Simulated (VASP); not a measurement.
# InPd: In into a neighbouring In vacancy, part 4 of 4

Aim: the barrier for one hop in InPd: In into a neighbouring In vacancy. The start is a computed cell from the Materials Project.

VASP 6.6.1; PBE; plane waves and PAW (In, Pd).

So far. Step 3 (Relax the start): The run ended after 8 ionic steps, 0.048 eV below its first step, once the forces on the free atoms met EDIFFG = -0.05. Step 4 (Relax the end): The run ended after 7 ionic steps, 0.044 eV below its first step, once the forces on the free atoms met EDIFFG = -0.05.

**5. Nudged elastic band**

Images on a straight line between the ends relax across the path, while springs keep them spaced along it.

Contents of INCAR:

```
SYSTEM = In7Pd8
PREC = Normal
ENCUT = 280
EDIFF = 1E-05
NELM = 120
ISMEAR = 1
SIGMA = 0.15
LREAL = Auto
ALGO = Fast
GGA = PE
NBANDS = 65
LASPH = .TRUE.
LWAVE = .FALSE.
LCHARG = .FALSE.
IMAGES = 5
SPRING = -5
IBRION = 3
POTIM = 0.15
NSW = 60
EDIFFG = -0.05
ISYM = 0
ISIF = 0
SMASS = 1
```

Contents of POSCAR:

```
In7Pd8
1.0
    6.5967753608      0.0000000000      0.0000000000
    0.0000000000      6.5967753608      0.0000000000
    0.0000000000      0.0000000000      6.5967753608
In Pd
7 8
Direct
    0.9996618828      0.9981623961      0.4997888303
    0.9997756261      0.5006912354      0.9997441587
    0.9998853555      0.4999672753      0.5010959380
    0.4996786552      0.9997854474      0.0009605770
    0.4994534085      0.9999745609      0.4998080897
    0.4999744493      0.4983608989      0.0002947898
    0.4997094971      0.4981537649      0.5005005313
    0.2516974818      0.2537224616      0.2535291573
    0.2516714980      0.2515369813      0.7480331700
    0.2535048108      0.7463732308      0.2531246622
    0.2546459323      0.7465370907      0.7469999337
    0.7474671586      0.2535705672      0.2535959473
    0.7467517118      0.2518027459      0.7473127881
    0.7459041551      0.7464034137      0.2533739433
    0.7446238510      0.7467397670      0.7468167759
```

Contents of KPOINTS:

```
Automatic mesh
0
Monkhorst-Pack
3 3 3
0 0 0
```

Contents of 00/POSCAR:

```
In7Pd8
1.0
    6.5967753608      0.0000000000      0.0000000000
    0.0000000000      6.5967753608      0.0000000000
    0.0000000000      0.0000000000      6.5967753608
In Pd
7 8
Direct
    0.9996618828      0.9981623961      0.4997888303
    0.9997756261      0.5006912354      0.9997441587
    0.9998853555      0.4999672753      0.5010959380
    0.4996786552      0.9997854474      0.0009605770
    0.4994534085      0.9999745609      0.4998080897
    0.4999744493      0.4983608989      0.0002947898
    0.4997094971      0.4981537649      0.5005005313
    0.2516974818      0.2537224616      0.2535291573
    0.2516714980      0.2515369813      0.7480331700
    0.2535048108      0.7463732308      0.2531246622
    0.2546459323      0.7465370907      0.7469999337
    0.7474671586      0.2535705672      0.2535959473
    0.7467517118      0.2518027459      0.7473127881
    0.7459041551      0.7464034137      0.2533739433
    0.7446238510      0.7467397670      0.7468167759
```

Contents of 01/POSCAR:

```
In7Pd8
1.0
    6.5967753608      0.0000000000      0.0000000000
    0.0000000000      6.5967753608      0.0000000000
    0.0000000000      0.0000000000      6.5967753608
In Pd
7 8
Direct
    0.9998442110      0.9986108329      0.5828316925
    0.9997912169      0.5005932484      0.9995001888
    0.9999236125      0.4999573299      0.5008316317
    0.4997186960      0.9997740556      0.0006492845
    0.4994693328      1.0000146628      0.4997177069
    0.5002055885      0.4987380955      0.0000931098
    0.4998079147      0.4985217287      0.5000646413
    0.2519646104      0.2537958178      0.2521402388
    0.2519336455      0.2518871306      0.7487085688
    0.2532942686      0.7465995781      0.2520194122
    0.2544029999      0.7466416500      0.7478324890
    0.7474688810      0.2534490878      0.2524704562
    0.7468660758      0.2518149925      0.7479654336
    0.7462192922      0.7465619113      0.2522215351
    0.7450430781      0.7468230818      0.7477574610
```

Contents of 02/POSCAR:

```
In7Pd8
1.0
    6.5967753608      0.0000000000      0.0000000000
    0.0000000000      6.5967753608      0.0000000000
    0.0000000000      0.0000000000      6.5967753608
In Pd
7 8
Direct
    1.0000265392      0.9990592697      0.6658745548
    0.9998068077      0.5004952613      0.9992562190
    0.9999618695      0.4999473845      0.5005673254
    0.4997587367      0.9997626638      0.0003379921
    0.4994852570      1.0000547647      0.4996273241
    0.5004367278      0.4991152920     -0.0001085702
    0.4999063323      0.4988896925      0.4996287513
    0.2522317390      0.2538691740      0.2507513203
    0.2521957931      0.2522372799      0.7493839677
    0.2530837263      0.7468259253      0.2509141623
    0.2541600675      0.7467462093      0.7486650442
    0.7474706033      0.2533276085      0.2513449651
    0.7469804398      0.2518272391      0.7486180790
    0.7465344294      0.7467204089      0.2510691268
    0.7454623053      0.7469063966      0.7486981462
```

Contents of 03/POSCAR:

```
In7Pd8
1.0
    6.5967753608      0.0000000000      0.0000000000
    0.0000000000      6.5967753608      0.0000000000
    0.0000000000      0.0000000000      6.5967753608
In Pd
7 8
Direct
    1.0002088674      0.9995077065      0.7489174170
    0.9998223985      0.5003972743      0.9990122492
    1.0000001264      0.4999374391      0.5003030190
    0.4997987775      0.9997512720      0.0000266996
    0.4995011813      1.0000948666      0.4995369412
    0.5006678670      0.4994924886     -0.0003102501
    0.5000047498      0.4992576562      0.4991928613
    0.2524988676      0.2539425302      0.2493624018
    0.2524579406      0.2525874292      0.7500593665
    0.2528731840      0.7470522726      0.2498089124
    0.2539171351      0.7468507686      0.7494975994
    0.7474723256      0.2532061291      0.2502194740
    0.7470948038      0.2518394858      0.7492707245
    0.7468495666      0.7468789064      0.2499167186
    0.7458815324      0.7469897114      0.7496388313
```

Contents of 04/POSCAR:

```
In7Pd8
1.0
    6.5967753608      0.0000000000      0.0000000000
    0.0000000000      6.5967753608      0.0000000000
    0.0000000000      0.0000000000      6.5967753608
In Pd
7 8
Direct
    1.0003911955      0.9999561433      0.8319602792
    0.9998379893      0.5002992873      0.9987682793
    1.0000383834      0.4999274937      0.5000387127
    0.4998388183      0.9997398803     -0.0002845928
    0.4995171056      1.0001349684      0.4994465584
    0.5008990062      0.4998696852     -0.0005119301
    0.5001031674      0.4996256200      0.4987569712
    0.2527659961      0.2540158863      0.2479734833
    0.2527200881      0.2529375784      0.7507347653
    0.2526626418      0.7472786199      0.2487036624
    0.2536742027      0.7469553279      0.7503301547
    0.7474740480      0.2530846497      0.2490939828
    0.7472091677      0.2518517324      0.7499233700
    0.7471647037      0.7470374040      0.2487643104
    0.7463007595      0.7470730262      0.7505795164
```

Contents of 05/POSCAR:

```
In7Pd8
1.0
    6.5967753608      0.0000000000      0.0000000000
    0.0000000000      6.5967753608      0.0000000000
    0.0000000000      0.0000000000      6.5967753608
In Pd
7 8
Direct
    1.0005735237      1.0004045801      0.9150031415
    0.9998535801      0.5002013002      0.9985243094
    1.0000766404      0.4999175483      0.4997744064
    0.4998788590      0.9997284885     -0.0005958853
    0.4995330298      1.0001750703      0.4993561756
    0.5011301455      0.5002468817     -0.0007136101
    0.5002015850      0.4999935838      0.4983210812
    0.2530331247      0.2540892425      0.2465845648
    0.2529822357      0.2532877277      0.7514101642
    0.2524520995      0.7475049671      0.2475984124
    0.2534312703      0.7470598872      0.7511627100
    0.7474757704      0.2529631704      0.2479684917
    0.7473235317      0.2518639790      0.7505760154
    0.7474798409      0.7471959016      0.2476119021
    0.7467199867      0.7471563410      0.7515202016
```

Contents of 06/POSCAR:

```
In7Pd8
1.0
    6.5967753608      0.0000000000      0.0000000000
    0.0000000000      6.5967753608      0.0000000000
    0.0000000000      0.0000000000      6.5967753608
In Pd
7 8
Direct
    1.0007558519      1.0008530169      0.9980460037
    0.9998691709      0.5001033132      0.9982803396
    1.0001148974      0.4999076029      0.4995101001
    0.4999188998      0.9997170967     -0.0009071777
    0.4995489541      1.0002151722      0.4992657928
    0.5013612847      0.5006240783     -0.0009152901
    0.5003000026      0.5003615476      0.4978851912
    0.2533002533      0.2541625987      0.2451956463
    0.2532443832      0.2536378770      0.7520855630
    0.2522415573      0.7477313144      0.2464931625
    0.2531883379      0.7471644465      0.7519952652
    0.7474774927      0.2528416910      0.2468430006
    0.7474378957      0.2518762256      0.7512286609
    0.7477949780      0.7473543992      0.2464594939
    0.7471392138      0.7472396558      0.7524608867
```

PAW data sets: In and Pd (PBE family, release 64).

Started as:

```
$ mpirun -np 5 vasp_std
```

What it wrote:

```text
[banner, memory and clock lines left out]
running    5 mpi-ranks, on    1 nodes
 each image running on    1 cores
[...]
01/POSCAR found :  2 types and      15 ions
 LDA part: xc-table for (Slater+PW92), standard interpolation
[...]
00/POSCAR found :  2 types and      15 ions
[...]
06/POSCAR found :  2 types and      15 ions
 POSCAR, INCAR and KPOINTS ok, starting setup
[...]
entering main loop
       N       E                     dE             d eps       ncg     rms          rms(c)
DAV:   1     0.376735883580E+03    0.37674E+03   -0.30527E+04  1860   0.830E+02
DAV:   2    -0.485746786379E+02   -0.42531E+03   -0.40282E+03  2040   0.210E+02
DAV:   3    -0.670894616576E+02   -0.18515E+02   -0.17992E+02  2141   0.417E+01
DAV:   4    -0.674357465642E+02   -0.34628E+00   -0.34527E+00  2040   0.590E+00
[...]
RMM:  12    -0.659379075380E+02   -0.69039E-04   -0.80113E-04  1860   0.676E-02    0.575E-02
RMM:  13    -0.659379107146E+02   -0.31766E-05   -0.12700E-04  1768   0.326E-02    0.181E-02
RMM:  14    -0.659379126889E+02   -0.19744E-05   -0.41745E-05  1343   0.180E-02
   1 F= -.65937913E+02 E0= -.65941368E+02  d E =-.659379E+02
[... from here on, the cycles between the ionic steps are left out ...]
   2 F= -.65980997E+02 E0= -.65984152E+02  d E =-.430841E-01
   6 F= -.66116487E+02 E0= -.66117935E+02  d E =-.208616E-01
  11 F= -.66164606E+02 E0= -.66164466E+02  d E =-.607193E-02
  16 F= -.66186935E+02 E0= -.66185841E+02  d E =-.374520E-02
  21 F= -.66203380E+02 E0= -.66201710E+02  d E =-.305986E-02
  26 F= -.66216776E+02 E0= -.66214770E+02  d E =-.245359E-02
  31 F= -.66227692E+02 E0= -.66225498E+02  d E =-.200710E-02
  36 F= -.66237096E+02 E0= -.66234805E+02  d E =-.176248E-02
  41 F= -.66245270E+02 E0= -.66242921E+02  d E =-.160287E-02
  46 F= -.66252885E+02 E0= -.66250498E+02  d E =-.147975E-02
  51 F= -.66260047E+02 E0= -.66257633E+02  d E =-.135890E-02
  56 F= -.66266443E+02 E0= -.66264004E+02  d E =-.123967E-02
  59 F= -.66269939E+02 E0= -.66267483E+02  d E =-.112224E-02
  60 F= -.66271060E+02 E0= -.66268597E+02  d E =-.112074E-02
damped:  g(F)=  0.962E-03 g(S)=  0.000E+00 dE (1.order)=-0.192E-02
```

The job ended after 30 min (5 MPI ranks of AMD EPYC 7R43, shared host; peak memory 0.97 GiB).

OUTCAR, selected parts (step 5):

```text
  tangential force (eV/A)        -0.438692
  left and right image   0.657338  0.648260 A

  tangential force (eV/A)        -0.437310
  left and right image   0.658853  0.649661 A

 k-point     1 :       0.0000    0.0000    0.0000
  band No.  band energies     occupation
    ...
     49       6.2502      2.00000
     50       6.2507      2.00000
     51       6.7816      2.00000
     52       6.8204      2.00000
     53       6.8209      2.00000
     54       8.1743     -0.00000
     55       8.8492     -0.00000
     56       8.8589     -0.00000
     57       9.9247     -0.00000
     58       9.9263     -0.00000
    ...

 POSITION                                       TOTAL-FORCE (eV/Angst)
 -----------------------------------------------------------------------------------
      6.59676      6.59735      3.73669        -0.000299     -0.001072     -0.428565
      6.59627      3.29692      6.68567         0.000483     -0.001550      0.039939
      6.59660      3.29676      3.38469         0.000174     -0.001096      0.043816
      3.29850      6.59543      0.08758         0.000159     -0.000703      0.040564
      3.29788     -0.00108      3.38636        -0.000089     -0.000653      0.043996
      3.29840      3.29867      0.19815        -0.000117      0.000329     -0.049298
      3.29797      3.29838      3.28115         0.000074     -0.000788      0.089013
      1.60362      1.60121      1.77329         0.012470      0.014989      0.034571
      1.75512      1.75497      5.02532        -0.065097     -0.065515      0.022291
      1.60208      4.99332      1.77450         0.013756     -0.011227      0.033051
      1.75262      4.84145      5.02550        -0.061164      0.064007      0.021107
      4.99288      1.60100      1.77404        -0.012483      0.014909      0.034315
      4.84173      1.75466      5.02534         0.063830     -0.064830      0.021103
      4.99394      4.99341      1.77500        -0.013312     -0.011288      0.033224
      4.84360      4.84137      5.02509         0.061614      0.064487      0.020871
 -----------------------------------------------------------------------------------
    total drift:                               -0.005352     -0.012558     -0.071072

  FREE ENERGIE OF THE ION-ELECTRON SYSTEM (eV)
  ---------------------------------------------------
  free  energy   TOTEN  =       -66.2710599139 eV

  energy  without entropy=      -66.2636719651  energy(sigma->0) =      -66.26859726

  tangential force (eV/A)        -0.437051
  left and right image   0.660353  0.651052 A

[... 5 parts as in an earlier step ...]

[... 10 further parts left out ...]
[key lines of the parts left out:]
E-fermi :   7.3939
```

CONTCAR:

```
In7Pd8
   1.00000000000000
     6.5967753607999997    0.0000000000000000    0.0000000000000000
     0.0000000000000000    6.5967753607999997    0.0000000000000000
     0.0000000000000000    0.0000000000000000    6.5967753607999997
  In              Pd
     7     8
Direct
     0.9999982645382297    1.0000878428729674    0.5664421918958630
     0.9999230936365862    0.4997769089227332    1.0134751551536478
     0.9999735362100256    0.4997529977154886    0.5130828276771305
     0.5000163994422376    0.9997967309803431    0.0132767385091972
     0.4999230297850693   -0.0001643408526354    0.5133354683452392
     0.5000019029781567    0.5000425679442747    0.0300381138238441
     0.4999371263694051    0.4999994851597150    0.4973875521332634
     0.2430908211820572    0.2427266349361130    0.2688116762752781
     0.2660569449594551    0.2660346043730574    0.7617837763774252
     0.2428587633001244    0.7569336937006349    0.2689955054051059
     0.2656776450280059    0.7339109633828358    0.7618120848383846
     0.7568664141160621    0.2426937981045470    0.2689259385975560
     0.7339538752946672    0.2659875574398264    0.7617873022829902
     0.7570281671848109    0.7569466190697526    0.2690709208892128
     0.7342382635000834    0.7338997668213801    0.7617498994874330
```

The band used up its steps before its forces met the threshold, so no barrier is taken from it.

**6. What came out**

```yaml
result: none
```

In words: The session ends without its result: «nudged elastic band» used up its steps.

[Lines on the potential files, build, host, timing and source positions are cut from VASP's logs without a mark.]

[Logs are printed without paths, hosts, clocks, repeated set-up lines and the standing remarks that a program may print on its own settings, such as how far it seeks lower states.]

[Hosts, paths, dates, database ids (printed as entryN), source tags and the programs' standing remarks are cut or masked in the printed files.]

[Runs that stopped without an error message from VASP are left out.]
